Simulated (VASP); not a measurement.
# Ge (Fd-3m) in VASP: further runs

Runs on Ge. Level: PBEsol. Tasks: single point.

Everything below comes from runs of VASP 6.6.1. Logs are shortened: lines on timing, memory, paths and dates and some standing lists are left out, and cuts for length are marked.

### 1 The undisturbed crystal

Symmetry: Fd-3m, No. 227, cubic system. Conventional cell: a = 5.658 Å, b = 5.658 Å, c = 5.658 Å, α = 90.00°, β = 90.00°, γ = 90.00°. Ge (site symmetry -43m) is surrounded by 4 Ge at 2.45 Å.

### 2 Single point, PBEsol (grid = ENCUT=350 dk=1.6 cell=2x2x1 ISMEAR=0 SIGMA=0.05 LREAL=Auto EDIFF=1e-06)

INCAR

```
PREC = Accurate ; ENCUT = 350
EDIFF = 1E-6 ; ISMEAR = 0
SIGMA = 0.05 ; LREAL = Auto
LASPH = T ; NELM = 120
ALGO = Fast ; ISIF = 2
LWAVE = F ; LCHARG = F
GGA = PS ; NBANDS = 57
```

KPOINTS

```
regular mesh
0
Gamma
  2 2 2
```

POSCAR

```
Ge
1.0
    0.0000000000      5.6578200000      5.6578200000
    5.6578200000      0.0000000000      5.6578200000
    2.8289100000      2.8289100000      0.0000000000
Ge
7
Direct
    0.3750000000      0.8750000000      0.7500000000
    0.8750000000      0.3750000000      0.7500000000
    0.8750000000      0.8750000000      0.7500000000
    0.2500000000      0.2500000000      0.5000000000
    0.2500000000      0.7500000000      0.5000000000
    0.7500000000      0.2500000000      0.5000000000
    0.7500000000      0.7500000000      0.5000000000
```

Potentials or basis: VASP PAW PBE potentials, release 64 (Ge_d).

Run with:

```sh
$ cat potpaw_PBE.64/Ge_d/POTCAR > POTCAR
$ mpirun -np 1 vasp_std > vasp.out
```

OUTCAR:

```text
PREC = Accurate
   ENCUT = 350
   EDIFF = 1E-6
   ISMEAR = 0
   LREAL = Auto
   LASPH = T
   NELM = 120
   ISIF = 2
   GGA = PS

 Found      6 irreducible k-points:

 Following reciprocal coordinates:
            Coordinates               Weight
  0.000000  0.000000  0.000000      1.000000
  0.500000  0.000000  0.000000      2.000000
  0.500000  0.500000  0.000000      1.000000
  0.000000  0.000000  0.500000      1.000000
  0.500000  0.000000  0.500000      2.000000
  0.500000  0.500000  0.500000      1.000000
   k-points           NKPTS =      6   k-points in BZ     NKDIM =      6   number of bands    NBANDS=     57
   number of dos      NEDOS =    301   number of ions     NIONS =      7
   total plane-waves  NPLWV =  60000
   dimension x,y,z NGX =    50 NGY =   50 NGZ =   24
   dimension x,y,z NGXF=   100 NGYF=  100 NGZF=   48
   ions per type =               7
   NGX,Y,Z   is equivalent  to a cutoff of  10.39, 10.39,  9.97 a.u.
   NGXF,Y,Z  is equivalent  to a cutoff of  20.78, 20.78, 19.95 a.u.
 SYSTEM =  unknown system
   PREC   = accura    normal or accurate (medium, high low for compatibility)
   ISTART =      0    job   : 0-new  1-cont  2-samecut
   ICHARG =      2    charge: 1-file 2-atom 10-const
   ISPIN  =      1    spin polarized calculation?
   LNONCOLLINEAR =      F non collinear calculations
   LSORBIT =      F    spin-orbit coupling
   LASPH  =      T    aspherical Exc in radial PAW
   ENCUT  =  350.0 eV  25.72 Ry    5.07 a.u.  12.21 12.21  6.10*2*pi/ulx,y,z
   NELM   =    120;   NELMIN=  2; NELMDL= -5     # of ELM steps
   EDIFF  = 0.1E-05   stopping-criterion for ELM
   LREAL  =      T    real-space projection
   EDIFFG = 0.1E-04   stopping-criterion for IOM
   NSW    =      0    number of steps for IOM
   IBRION =     -1    ionic relax: 0-MD 1-quasi-New 2-CG
   NFREE  =      0    steps in history (QN), initial steepest desc. (CG)
   ISIF   =      2    stress and relaxation
   ISYM   =      2    0-nonsym 1-usesym 2-fastsym
   POTIM  = 0.5000    time-step for ionic-motion
   TEBEG  =    0.0;   TEEND  =   0.0 temperature during run
   PSTRESS=    0.0 pullay stress
   NELECT =      98.0000    total number of electrons
   NUPDOWN=      -1.0000    fix difference up-down
   EMIN   =  10.00;   EMAX   =-10.00  energy-range for DOS
   EFERMI =   0.00;   METHOD = LEGACY
   ISMEAR =     0;   SIGMA  =   0.05  broadening in eV -4-tet -1-fermi 0-gaus
   EFERMI_NEDOS =   21; number of points for ismear=-14 and -15
   IALGO  =     68    algorithm
   IMIX   =      4    mixing-type and parameters
     AMIX     =   0.40;   BMIX     =  1.00
     AMIX_MAG =   1.60;   BMIX_MAG =  1.00
  volume/ion in A,a.u.               =      25.87       174.60
  Fermi-wavevector in a.u.,A,eV,Ry     =   1.334037  2.520964 24.213656  1.779654
  Thomas-Fermi vector in A             =   2.462849
   LORBIT       =      0    0 simple, 1 ext, 2 COOP (PROOUT), +10 PAW based schemes
   GGA     = PS    functional components
   LHFCALC =     F    Hartree Fock is set to
   AEXX    =    0.0000 exact exchange contribution
   IVDW    =     0    specifies the selected vdW correction
   LEPSILON=     F    determine dielectric tensor
   LRPA    =     F    only Hartree local field effects (RPA)
 non-spin polarized calculation
 RMM-DIIS sequential band-by-band and
 Gauss-broadening in eV      SIGMA  =   0.05
  energy-cutoff  :      350.00
  volume of cell :      181.11
 maximum number of plane-waves:      2712
 NGX is ok and might be reduce to    50
   NGX = 25   NGY = 25   NGZ = 13

 number of electron      97.9999977 magnetization

 Free energy of the ion-electron system (eV)
  ---------------------------------------------------
  ext. energy  EPLUGINS =         0.00000000
  ---------------------------------------------------
  free energy    TOTEN  =       -30.75344863 eV

  energy without entropy =      -30.74973786  energy(sigma->0) =      -30.75159325

 E-fermi :   2.9994     XC(G=0):  -9.5066

 val. band max:        2.9380047378   @ k =   0.5000   0.0000   0.5000
 cond. band min:       3.0435806279   @ k =   0.0000   0.0000   0.0000
 fundamental gap:      0.1055758901
 Fermi energy:         2.9993815807

 k-point     1 :       0.0000    0.0000    0.0000
  band No.  band energies     occupation
      1     -21.2519      2.00000
      2     -21.2167      2.00000
      3     -21.2063      2.00000
      4     -21.1679      2.00000
      5     -21.1575      2.00000
      6     -21.1539      2.00000
[... 49 lines left out ...]
     56       6.7559      0.00000
     57       6.9767      0.00000

 k-point     2 :       0.5000    0.0000    0.0000
  band No.  band energies     occupation
      1     -21.2524      2.00000
      2     -21.2193      2.00000
      3     -21.2081      2.00000
      4     -21.1698      2.00000
      5     -21.1581      2.00000
      6     -21.1552      2.00000
[... 49 lines left out ...]
     56       7.4595      0.00000
     57       7.8762      0.00000

 k-point     3 :       0.5000    0.5000    0.0000
  band No.  band energies     occupation
      1     -21.2528      2.00000
      2     -21.2214      2.00000
      3     -21.2089      2.00000
      4     -21.1719      2.00000
      5     -21.1564      2.00000
      6     -21.1548      2.00000
[... 49 lines left out ...]
     56       7.5461      0.00000
     57       8.8808      0.00000

 k-point     4 :       0.0000    0.0000    0.5000
  band No.  band energies     occupation
      1     -21.2488      2.00000
      2     -21.2301      2.00000
      3     -21.2119      2.00000
      4     -21.1839      2.00000
      5     -21.1229      2.00000
      6     -21.1059      2.00000
[... 49 lines left out ...]
     56       5.7807      0.00000
     57       8.0338      0.00000

 k-point     5 :       0.5000    0.0000    0.5000
  band No.  band energies     occupation
      1     -21.2507      2.00000
      2     -21.2322      2.00000
      3     -21.2144      2.00000
      4     -21.1888      2.00000
      5     -21.1221      2.00000
      6     -21.1090      2.00000
[... 49 lines left out ...]
     56       8.0360      0.00000
     57       8.7601      0.00000

 k-point     6 :       0.5000    0.5000    0.5000
  band No.  band energies     occupation
      1     -21.2524      2.00000
      2     -21.2338      2.00000
      3     -21.2168      2.00000
      4     -21.1917      2.00000
      5     -21.1216      2.00000
      6     -21.1047      2.00000
[... 49 lines left out ...]
     56       8.4275      0.00000
     57       8.5890      0.00000

------------------------ aborting loop because EDIFF is reached ----------------------------------------

  FORCE on cell =-STRESS in cart. coord.  units (eV):
  Direction    XX          YY          ZZ          XY          YZ          ZX
  --------------------------------------------------------------------------------------
  -------------------------------------------------------------------------------------
  Total       -0.5850636     -0.5850636     -2.3287376      3.1014071      0.0000000      0.0000000
  in kB       -5.1756664     -5.1756664    -20.6007847     27.4360749      0.0000000      0.0000000
  external PRESSURE =     -10.3173725 kB  Pullay stress =       0.0000000 kB

 VOLUME and BASIS-vectors are now :
 -----------------------------------------------------------------------------
  energy-cutoff  :      350.00
  volume of cell :      181.11
      direct lattice vectors                 reciprocal lattice vectors
     0.000000000  5.657820000  5.657820000    -0.088373260  0.088373260  0.088373260
     5.657820000  0.000000000  5.657820000     0.088373260 -0.088373260  0.088373260
     2.828910000  2.828910000  0.000000000     0.176746521  0.176746521 -0.176746521

 POSITION                                       TOTAL-FORCE (eV/Angst)
 -----------------------------------------------------------------------------------
      7.07227      4.24336      7.07227         0.117315     -0.117315      0.208254
      4.24336      7.07227      7.07227        -0.117315      0.117315      0.208254
      7.07227      7.07227      9.90118        -0.000000     -0.000000      0.707075
      2.82891      2.82891      2.82891        -0.000000     -0.000000      0.812971
      5.65782      2.82891      5.65782        -0.435171      0.435171     -0.553833
      2.82891      5.65782      5.65782         0.435171     -0.435171     -0.553833
      5.65782      5.65782      8.48673         0.000000      0.000000     -0.828888
 -----------------------------------------------------------------------------------
    total drift:                                0.000016      0.000016     -0.001624

  FREE ENERGIE OF THE ION-ELECTRON SYSTEM (eV)
  ---------------------------------------------------
  free  energy   TOTEN  =       -30.7534486344 eV

  energy  without entropy=      -30.7497378601  energy(sigma->0) =      -30.75159325
```

It took 44 s on 1 thread of Intel Xeon Platinum 8559C (Emerald Rapids), shared host; peak memory 0.23 GiB.

These settings aren't checked as converged: the numbers below hold their error.

Results:

```yaml
Free_energy: -30.7534 eV
Largest_force: 0.829 eV/Å
Band_gap_on_the_k_mesh: none (metal or under the smearing width)
```

Caveat: the k mesh is coarse (spacing up to 0.96 Å⁻¹), so the values aren't converged; the cutoff is under 1.25 times the usual one of these potentials, so pressure, stress and relaxed cells hold a basis-set (Pulay) error; the PAW data sets were made with another functional, which shifts forces and pressure a little.

### 3 Single point, PBEsol (grid = ENCUT=350 dk=0.9 cell=2x2x1 ISMEAR=0 SIGMA=0.05 LREAL=Auto EDIFF=1e-06)

INCAR is that of step 2.

KPOINTS

```
regular mesh
0
Gamma
  3 3 3
```

POSCAR is that of step 2.

Potentials or basis: VASP PAW PBE potentials, release 64 (Ge_d).

Run with:

```sh
$ cat potpaw_PBE.64/Ge_d/POTCAR > POTCAR
$ mpirun -np 1 vasp_std > vasp.out
```

It took 43 s on 1 thread of Intel Xeon Platinum 8559C (Emerald Rapids), shared host; peak memory 0.23 GiB.

The run converged, but some of its settings lie outside the range that counts as converged, so its numbers aren't taken as properties of the crystal.

What came out:

```
Free energy            : -31.8745 eV
Largest force          : 0.576 eV/Å
Band gap on the k mesh : none (metal or under the smearing width)
```

Caveat: the k mesh is coarse (spacing up to 0.64 Å⁻¹), so the values aren't converged; the cutoff is under 1.25 times the usual one of these potentials, so pressure, stress and relaxed cells hold a basis-set (Pulay) error; the PAW data sets were made with another functional, which shifts forces and pressure a little.

### 4 The reference run

An earlier run on the cell as given: functional PBEsol; potentials or basis VASP PAW PBE potentials, release 64 (Ge_d); cutoff 520 eV; k mesh 8 × 8 × 8; occupations fermi-dirac, width 0.05 eV; no spin polarisation.

* Pressure: 0.5 GPa
* Band gap on the k mesh: none (metal or under the smearing width)
